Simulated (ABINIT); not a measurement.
# TiTe2 (P-3m1) in ABINIT: a series of runs

The runs below take TiTe2 through single point, with PBE, LDA.

All numbers are computed with ABINIT 10.8.3 (patched build); they aren't measurements. Logs are shortened: lines on timing, memory, paths and dates and some standing lists are left out, and cuts for length are marked. The log counts tension as positive stress, the text compression.

### Step 1. The crystal as given

It takes space group P-3m1 (No. 164, trigonal). The conventional cell has a = 3.777 Å, b = 3.777 Å, c = 6.498 Å, α = 90.00°, β = 90.00°, γ = 120.00°. Te (site symmetry 3m) has 3 Ti at 2.77 Å as nearest neighbours. Around Ti (site symmetry -3m) lie 6 Te at 2.77 Å.

### Step 2. Single point, PBE

Input file run.abi:

```
# Pseudopotentials
pp_dirpath "./"
pseudos "Te.upf, Ti.upf"

# Structure
acell 3*1.0
rprim
     7.1374955727     0.0000000000     0.0000000000
    -3.5687477864     6.1812524854     0.0000000000
     0.0000000000     0.0000000000    12.2794403578
ntypat 2
znucl 52 22
natom 3
typat 1 1 2
xcart
    -0.0000000004     4.1208349905     9.0524034318
     3.5687477867     2.0604174949     3.2270369260
     0.0000000000     0.0000000000     0.0000000000

# Plane-wave basis
ecut 35.0

# k points
kptopt 1
ngkpt 6 6 3
nshiftk 1
shiftk 0.0 0.0 0.0

# Exchange and correlation
ixc 11

# Bands and occupations
nband 27
occopt 3
tsmear 0.05 eV

# SCF cycle
nstep 100
tolvrs 1.0e-10

# Output
iomode 3
prtwf 0
prtden 0
prteig 0
prtebands 0
enunit 2
prtvol 2
```

Potentials or basis: PseudoDojo NC SR PBE v0.4.1 standard.

Command:

```
> abinit run.abi > log 2>&1
```

run.abo:

```text
.Version 10.8.3 of ABINIT
 Symmetries : space group P-3 m 1 (#164); Bravais hP (primitive hexag.)
================================================================================
 Values of the parameters that define the memory need of the present run
     intxc =       0    ionmov =       0      iscf =       7    lmnmax =       6
     lnmax =       6     mgfft =      72  mpssoang =       3    mqgrid =    3271
     natom =       3  nloc_mem =       1    nspden =       1   nspinor =       1
    nsppol =       1      nsym =      12    n1xccc =    2501    ntypat =       2
    occopt =       3   xclevel =       2
       mpw =        5400          nfft =      115200          nkpt =          17
================================================================================
================================================================================

--------------------------------------------------------------------------------
------------- Echo of variables that govern the present computation ------------
--------------------------------------------------------------------------------
 -outvars: echo values of preprocessed input variables --------
            acell      1.0000000000E+00  1.0000000000E+00  1.0000000000E+00 Bohr
              amu      1.27600000E+02  4.78800000E+01
             ecut      3.50000000E+01 Hartree
           enunit           2
              ixc          11
         kptrlatt        6    0    0      0    6    0      0    0    3
          kptrlen      3.68383211E+01
            natom           3
            nband          27
            ngfft          40      40      72
             nkpt          17
            nstep         100
             nsym          12
           ntypat           2
           occopt           3
           prtden           0
        prtebands           0
           prteig           0
           prtvol           2
            prtwf           0
            rprim      7.1374955727E+00  0.0000000000E+00  0.0000000000E+00
                      -3.5687477864E+00  6.1812524854E+00  0.0000000000E+00
                       0.0000000000E+00  0.0000000000E+00  1.2279440358E+01
          spgroup         164
           tolvrs      1.00000000E-10
           tsmear      1.83746611E-03 Hartree
            typat      1  1  2
           xangst     -1.7639233366E-11  2.1806519653E+00  4.7903255968E+00
                       1.8884999987E+00  1.0903259826E+00  1.7076743988E+00
                       0.0000000000E+00  0.0000000000E+00  0.0000000000E+00
            xcart     -3.3333320132E-11  4.1208349903E+00  9.0524034318E+00
                       3.5687477863E+00  2.0604174951E+00  3.2270369260E+00
                       0.0000000000E+00  0.0000000000E+00  0.0000000000E+00
             xred      3.3333333333E-01  6.6666666667E-01  7.3720000000E-01
                       6.6666666667E-01  3.3333333333E-01  2.6280000000E-01
                       0.0000000000E+00  0.0000000000E+00  0.0000000000E+00
            znucl       52.00000   22.00000

================================================================================

 chkinp: Checking input parameters for consistency.

================================================================================
== DATASET  1 ==================================================================

--- !DatasetInfo
iteration_state: {dtset: 1, }
dimensions: {natom: 3, nkpt: 17, mband: 27, nsppol: 1, nspinor: 1, nspden: 1, mpw: 5400, }
cutoff_energies: {ecut:  35.0, pawecutdg:  -1.0, }
electrons: {nelect:   4.40000000E+01, charge:   0.00000000E+00, occopt:   3.00000000E+00, tsmear:   1.83746611E-03, }
meta: {optdriver: 0, ionmov: 0, optcell: 0, iscf: 7, paral_kgb: 0, }
...

 Exchange-correlation functional for the present dataset will be:
  GGA: Perdew-Burke-Ernzerhof functional - ixc=11
  J.P.Perdew, K.Burke, M.Ernzerhof, PRL 77, 3865 (1996)

 Real(R)+Recip(G) space primitive vectors, cartesian coordinates (Bohr,Bohr^-1):
 R(1)=  7.1374956  0.0000000  0.0000000  G(1)=  0.1401052  0.0808898  0.0000000
 R(2)= -3.5687478  6.1812525  0.0000000  G(2)=  0.0000000  0.1617795  0.0000000
 R(3)=  0.0000000  0.0000000 12.2794404  G(3)=  0.0000000  0.0000000  0.0814369
 Unit cell volume ucvol=  5.4175248E+02 bohr^3
 Angles (23,13,12)=  9.00000000E+01  9.00000000E+01  1.20000000E+02 degrees

 getcut: wavevector=  0.0000  0.0000  0.0000  ngfft=  40  40  72
         ecut(hartree)=     35.000   => boxcut(ratio)=   2.10434

--- Pseudopotential description ------------------------------------------------
- pspini: atom type   1  psp file is ./Te.upf
12 -101130 2 -1 1294                          pspcod,pspxc,lmax,lloc,mmax
     nproj     2     2     2
[... 162 lines left out ...]
  1.03E-18 1.38E-18 1.38E-18 1.45E-18 1.47E-18 1.46E-17 1.25E-17 1.25E-17
  4.05E-17 4.05E-17 1.65E-17 2.04E-17 5.26E-17 5.26E-17 3.57E-14 2.56E-14
  3.19E-14 5.54E-12 1.90E-11
 reduced coordinates (array xred) for    3 atoms
       0.333333333333      0.666666666667      0.737200000002
       0.666666666667      0.333333333333      0.262799999998
       0.000000000000      0.000000000000      0.000000000000
 rms dE/dt=  4.3463E-03; max dE/dt=  9.2200E-03; dE/dt below (all hartree)
    1      -0.000000000000      0.000000000000     -0.009219980726
    2       0.000000000000      0.000000000000      0.009219980726
    3       0.000000000000      0.000000000000      0.000000000000

 cartesian coordinates (angstrom) at end:
    1     -0.00000000001764     2.18065196526143     4.79032559675886
    2      1.88849999870695     1.09032598263071     1.70767439882316
    3      0.00000000000000     0.00000000000000     0.00000000000000

 cartesian forces (hartree/bohr) at end:
    1      0.00000000000000     0.00000000000000     0.00075084698140
    2     -0.00000000000000    -0.00000000000000    -0.00075084698140
    3      0.00000000000000     0.00000000000000    -0.00000000000000
 frms,max,avg= 3.5395266E-04 7.5084698E-04   0.000E+00  0.000E+00  0.000E+00 h/b

 cartesian forces (eV/Angstrom) at end:
    1      0.00000000000000     0.00000000000000     0.03861010416790
    2     -0.00000000000000    -0.00000000000000    -0.03861010416790
    3      0.00000000000000     0.00000000000000    -0.00000000000000
 frms,max,avg= 1.8200978E-02 3.8610104E-02   0.000E+00  0.000E+00  0.000E+00 e/A
 length scales=  1.000000000000  1.000000000000  1.000000000000 bohr
              =  0.529177210544  0.529177210544  0.529177210544 angstroms
 Fermi (or HOMO) energy (hartree) =   0.22393   Average Vxc (hartree)=  -0.38131
 Eigenvalues (hartree) for nkpt=  17  k points:
 kpt#   1, nband= 27, wtk=  0.00926, kpt=  0.0000  0.0000  0.0000 (reduced coord)
  -1.88817   -1.12020   -1.12020   -1.12006   -1.12006   -1.11952   -1.11952   -1.11946
  -1.11946   -1.11938   -1.11930   -1.01531   -1.01531   -1.01477   -0.23271   -0.17753
   0.03149    0.16241    0.16241    0.23713    0.23914    0.23914    0.24426    0.26263
   0.26263    0.33625    0.33625
      occupation numbers for kpt#   1
   2.00000    2.00000    2.00000    2.00000    2.00000    2.00000    2.00000    2.00000
   2.00000    2.00000    2.00000    2.00000    2.00000    2.00000    2.00000    2.00000
   2.00000    2.00000    2.00000    0.00151    0.00051    0.00051    0.00003    0.00000
   0.00000    0.00000    0.00000
 kpt#   2, nband= 27, wtk=  0.05556, kpt=  0.1667  0.0000  0.0000 (reduced coord)
  -1.88815   -1.12021   -1.12019   -1.12009   -1.11999   -1.11955   -1.11951   -1.11947
  -1.11942   -1.11933   -1.11926   -1.01575   -1.01539   -1.01460   -0.22166   -0.17204
   0.04514    0.13709    0.16358    0.17836    0.21411    0.22781    0.23477    0.26303
   0.27141    0.32472    0.33572
      occupation numbers for kpt#   2
   2.00000    2.00000    2.00000    2.00000    2.00000    2.00000    2.00000    2.00000
[... 138 lines left out ...]
      occupation numbers for kpt#  16
   2.00000    2.00000    2.00000    2.00000    2.00000    2.00000    2.00000    2.00000
   2.00000    2.00000    2.00000    2.00000    2.00000    2.00000    2.00000    2.00000
   2.00000    2.00000    2.00000    2.00000    2.00000    2.00000    0.00000    0.00000
   0.00000    0.00000    0.00000
 kpt#  17, nband= 27, wtk=  0.03704, kpt=  0.3333  0.3333  0.3333 (reduced coord)
  -1.88806   -1.12029   -1.12006   -1.12006   -1.11989   -1.11949   -1.11949   -1.11948
  -1.11941   -1.11913   -1.11913   -1.01648   -1.01648   -1.01400   -0.15770   -0.15770
   0.07742    0.07742    0.07986    0.11603    0.15579    0.15579    0.26049    0.26413
   0.26413    0.32476    0.32476
      occupation numbers for kpt#  17
   2.00000    2.00000    2.00000    2.00000    2.00000    2.00000    2.00000    2.00000
   2.00000    2.00000    2.00000    2.00000    2.00000    2.00000    2.00000    2.00000
   2.00000    2.00000    2.00000    2.00000    2.00000    2.00000    0.00000    0.00000
   0.00000    0.00000    0.00000
 Fermi (or HOMO) energy (eV) =   6.09337   Average Vxc (eV)= -10.37597
 Eigenvalues (   eV  ) for nkpt=  17  k points:
 kpt#   1, nband= 27, wtk=  0.00926, kpt=  0.0000  0.0000  0.0000 (reduced coord)
 -51.37974  -30.48218  -30.48218  -30.47852  -30.47852  -30.46363  -30.46363  -30.46208
 -30.46208  -30.45982  -30.45776  -27.62794  -27.62794  -27.61343   -6.33248   -4.83091
   0.85694    4.41941    4.41941    6.45275    6.50742    6.50742    6.64669    7.14652
   7.14652    9.14987    9.14987
 kpt#   2, nband= 27, wtk=  0.05556, kpt=  0.1667  0.0000  0.0000 (reduced coord)
 -51.37913  -30.48251  -30.48180  -30.47921  -30.47637  -30.46460  -30.46344  -30.46222
 -30.46104  -30.45847  -30.45666  -27.63992  -27.63021  -27.60870   -6.03164   -4.68153
   1.22826    3.73035    4.45123    4.85330    5.82613    6.19901    6.38832    7.15744
   7.38542    8.83605    9.13537
 kpt#   3, nband= 27, wtk=  0.05556, kpt=  0.3333  0.0000  0.0000 (reduced coord)
 -51.37776  -30.48432  -30.48169  -30.47898  -30.47247  -30.46577  -30.46350  -30.46155
 -30.45918  -30.45588  -30.45399  -27.66378  -27.63472  -27.59915   -5.25391   -4.38438
   2.11872    2.26909    2.98015    4.42442    4.79631    5.15481    6.20740    7.29048
   7.45505    8.97474    9.34264
 kpt#   4, nband= 27, wtk=  0.02778, kpt=  0.5000  0.0000  0.0000 (reduced coord)
 -51.37707  -30.48549  -30.48189  -30.47849  -30.47079  -30.46609  -30.46468  -30.46016
[... 53 lines left out ...]
 kpt#  15, nband= 27, wtk=  0.11111, kpt=  0.3333  0.1667  0.3333 (reduced coord)
 -51.37711  -30.48510  -30.47926  -30.47638  -30.47540  -30.46479  -30.46436  -30.46108
 -30.45980  -30.45394  -30.45294  -27.66901  -27.64351  -27.59451   -4.64430   -4.32131
   1.50921    1.96698    3.41254    3.77381    4.18663    4.79121    6.54511    7.35265
   7.48457    8.31248    9.01723
 kpt#  16, nband= 27, wtk=  0.11111, kpt=  0.5000  0.1667  0.3333 (reduced coord)
 -51.37711  -30.48567  -30.47994  -30.47614  -30.47445  -30.46541  -30.46360  -30.46092
 -30.46006  -30.45390  -30.45294  -27.66901  -27.64352  -27.59451   -4.56265   -4.41623
   1.61644    1.96897    3.52591    3.74290    4.15703    4.42342    6.79752    7.14474
   7.45547    8.36801    9.46945
 kpt#  17, nband= 27, wtk=  0.03704, kpt=  0.3333  0.3333  0.3333 (reduced coord)
 -51.37679  -30.48459  -30.47851  -30.47851  -30.47372  -30.46298  -30.46298  -30.46256
 -30.46073  -30.45320  -30.45320  -27.65971  -27.65971  -27.59229   -4.29130   -4.29130
   2.10662    2.10662    2.17297    3.15727    4.23921    4.23921    7.08826    7.18730
   7.18730    8.83728    8.83728
 Total charge density [el/Bohr^3]
)     Maximum=    1.5868E+00  at reduced coord.    0.4250    0.7750    0.7222
)Next maximum=    1.5868E+00  at reduced coord.    0.3500    0.7750    0.7222
)     Minimum=    2.3602E-03  at reduced coord.    0.0000    0.0000    0.5000
)Next minimum=    2.3902E-03  at reduced coord.    0.0250    0.0000    0.5000
   Integrated=    4.4000E+01

--- !EnergyTerms
iteration_state     : {dtset: 1, }
comment             : Components of total free energy in Hartree
kinetic             :  1.37412032211048E+02
hartree             :  6.75758745247461E+01
xc                  : -5.80156212744889E+01
Ewald energy        : -1.59232670159984E+02
psp_core            :  7.15801350044327E+00
local_psp           : -2.05682804675748E+02
non_local_psp       : -5.83629176628561E+01
internal            : -2.69148093536840E+02
'-kT*entropy'       : -4.15266525628868E-04
total_energy        : -2.69148508803365E+02
total_energy_eV     : -7.32390403057819E+03
band_energy         : -3.13770151435843E+01
...

 Cartesian components of stress tensor (hartree/bohr^3)
  sigma(1 1)= -1.84442309E-05  sigma(3 2)=  0.00000000E+00
  sigma(2 2)= -1.84442311E-05  sigma(3 1)=  0.00000000E+00
  sigma(3 3)= -1.43748033E-05  sigma(2 1)=  1.06728511E-13

-Cartesian components of stress tensor (GPa)         [Pressure=  5.0274E-01 GPa]
- sigma(1 1)= -5.42648009E-01  sigma(3 2)=  0.00000000E+00
- sigma(2 2)= -5.42648015E-01  sigma(3 1)=  0.00000000E+00
- sigma(3 3)= -4.22921314E-01  sigma(2 1)=  3.14006120E-09

== END DATASET(S) ==============================================================
================================================================================

 -outvars: echo values of variables after computation  --------
            acell      1.0000000000E+00  1.0000000000E+00  1.0000000000E+00 Bohr
           etotal     -2.6914850880E+02
            fcart      1.0060093472E-28  1.7424593022E-28  7.5084698140E-04
                      -1.2575116840E-28 -3.0493037789E-28 -7.5084698140E-04
                       2.5150233680E-29  1.3068444767E-28 -0.0000000000E+00
            rprim      7.1374955727E+00  0.0000000000E+00  0.0000000000E+00
                      -3.5687477864E+00  6.1812524854E+00  0.0000000000E+00
                       0.0000000000E+00  0.0000000000E+00  1.2279440358E+01
           strten     -1.8444230946E-05 -1.8444231129E-05 -1.4374803298E-05
                       0.0000000000E+00  0.0000000000E+00  1.0672851097E-13
           xangst     -1.7639233366E-11  2.1806519653E+00  4.7903255968E+00
                       1.8884999987E+00  1.0903259826E+00  1.7076743988E+00
                       0.0000000000E+00  0.0000000000E+00  0.0000000000E+00
             xred      3.3333333333E-01  6.6666666667E-01  7.3720000000E-01
                       6.6666666667E-01  3.3333333333E-01  2.6280000000E-01
                       0.0000000000E+00  0.0000000000E+00  0.0000000000E+00
 Calculation completed.
```

Wall time 2 min (1 thread of Arm Neoverse V1, shared host); peak memory 0.12 GiB.

Results:

```yaml
Free_energy: -7323.9040 eV
Largest_force: 0.039 eV/Å
Band_gap_on_the_k_mesh: none (metal or under the smearing width)
Valence_electrons_inside_the_program's_atomic_spheres: Te 11.96; Ti 9.48
```

Forces in eV/Å, atoms in the order of the input:
```
Te   0.000  0.000  0.039
Te   0.000  0.000 -0.039
Ti   0.000  0.000  0.000
```

Caveat: the cutoff is too short for stress, so the log's stress isn't used; this functional lacks dispersion, which binds the layers, so the pressure and a relaxed spacing across them are unreliable.

(Continued in part 2 of 2.)
